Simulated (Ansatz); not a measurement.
Consider interstitial H in zinc-blende AlP, charge state +1. The step: a concerted move, in which H travels most; the atom moves 1.68 Å along (0.22, 0.00, -0.22) of the unit cell; the moving atom starts with neighbours Al at 1.89; P at 1.44 Å and ends with Al at 1.89; P at 1.44 Å. DFT values are from Ansatz (plane-wave PAW, 420 eV unless said) in a cell of 64 host sites, spin-restricted, static, with no finite-size correction. The charge state is imposed; whether it is stable for some Fermi level was not computed. Sites that were not tried may lie lower. For the PBE band: the saddle point's order was not checked, and it lies on a symmetry element of the cell, where a band can be held.

```json
[
 {"Level": "CHGNet universal potential (has no charge state), its own band", "Forward barrier (eV)": "0.45", "Cost of the band or of the saddle's single point": "-"},
 {"Level": "PBE, a 2×2×2 k-point mesh shifted by half a step, band relaxed", "Forward barrier (eV)": "0.21", "Cost of the band or of the saddle's single point": "about 19 core-minutes (a rough figure)"},
 {"Level": "PBE, a 3×3×3 k-point mesh shifted by half a step, same geometries", "Forward barrier (eV)": "0.21", "Cost of the band or of the saddle's single point": "about 2.8 core-minutes (a rough figure)"},
 {"Level": "r2SCAN at 500 eV, a 2×2×2 k-point mesh shifted by half a step, same geometries", "Forward barrier (eV)": "___", "Cost of the band or of the saddle's single point": "roughly 2.1 core-minutes"}
]
```

**Question.** Some entries are withheld; supply them.

**Answer.** 
- r2SCAN at 500 eV, a 2×2×2 k-point mesh shifted by half a step, same geometries, Forward barrier (eV): 0.25

Ansatz is a quantum-chemistry and plane-wave program.
